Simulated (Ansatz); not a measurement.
# Ti: the cost of one run

Computed with Ansatz 0.2.0 (DFT PBE, scalar-relativistic, plane waves, PAW, unless a step's input says otherwise).

1 further run of the same task is left out (it didn't finish). Runs told in other sessions of the task aren't counted.

### 1 Starting point

Symmetry: Cmme, No. 67, orthorhombic system. The conventional cell has a = 3.294 Å, b = 4.673 Å, c = 4.593 Å, α = 90.00°, β = 90.00°, γ = 90.00°. Ti (site symmetry mm2) has 6 Ti at 2.61 to 2.86 Å in its first shell of neighbours.

As a file:

```xyz
2
Lattice="1.6471 -2.3366 0.0000 1.6471 2.3366 0.0000 0.0000 0.0000 4.5925" Properties=species:S:1:pos:R:3 pbc="T T T"
Ti    1.6471    1.1683    1.2867
Ti    1.6471   -1.1683    3.3059
```

The guess is a distorted database cell: Ti type (Im-3m) distorted into a subgroup (Cmme, No. 67).

### 2 A first look at the guess

Contents of input.yaml:

```yaml
crystal:
  lattice:
    - [1.6470923, -2.33656931, 0.0]
    - [1.6470923, 2.33656931, 0.0]
    - [0.0, 0.0, 4.59252786]
  atoms:
    - { symbol: Ti, position: [0.25, 0.75, 0.28016299] }
    - { symbol: Ti, position: [0.75, 0.25, 0.71983701] }
basis:
  ecutwfc: 420
kpoints:
  mp_grid: { grid: [6, 6, 4] }
hamiltonian:
  xc: pbe
scf:
  occupations: { method: gaussian, width: 0.1 }
  lower_state_search: "off"
output:
  forces: true
  stress: true
  eigenvalues: true
```

Started as:

```sh
$ ansatz run input.yaml --threads 1 --pin off --max-ram 2560MiB --backend cpu --events-out ev --progress --plain --runs-dir out
```

Q: Estimate wall time and peak memory on 1 thread of Intel Xeon at 2.50GHz (Skylake/Cascade Lake), shared host.

About 2.6 s, with a peak of 0.32 GiB.
